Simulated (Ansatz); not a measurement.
## Strain response of TiSe

Theory: DFT r2SCAN, scalar-relativistic, plane waves, PAW in Ansatz. Run with 500 eV cutoff, 18×18×8 k-mesh, Gaussian smearing of 0.10 eV, collinear spin.

Reference structure (relaxed):

```
CELL_PARAMETERS angstrom
3.58469 0.00000 0.00000
-1.79234 3.10443 0.00000
0.00000 0.00000 6.45804
ATOMIC_POSITIONS crystal
Ti 0.00000 0.00000 0.00000
Ti 0.00000 0.00000 0.50000
Se 0.33333 0.66667 0.25000
Se 0.66667 0.33333 0.75000
```

Deformation: all cell vectors scaled alike, the atoms relaxed, all within the symmetry that the strain leaves. Energies are extrapolated to zero smearing. Stress is positive in compression, on the Cartesian axes of the cell above.

With moments and this functional the run may sit in a state above the lowest one.

Strains computed: -3.0, -1.5, +1.5 %.

(1) At which strain does the energy stand 42.5 meV/atom over the relaxed crystal with σxx = 6.63, σyy = 6.63, σzz = 14.53 GPa?

Answers

(1) -3.0 %.

Cost: 4 runs of about 13 core-minutes in all, on Arm Neoverse V2 (shared hosts).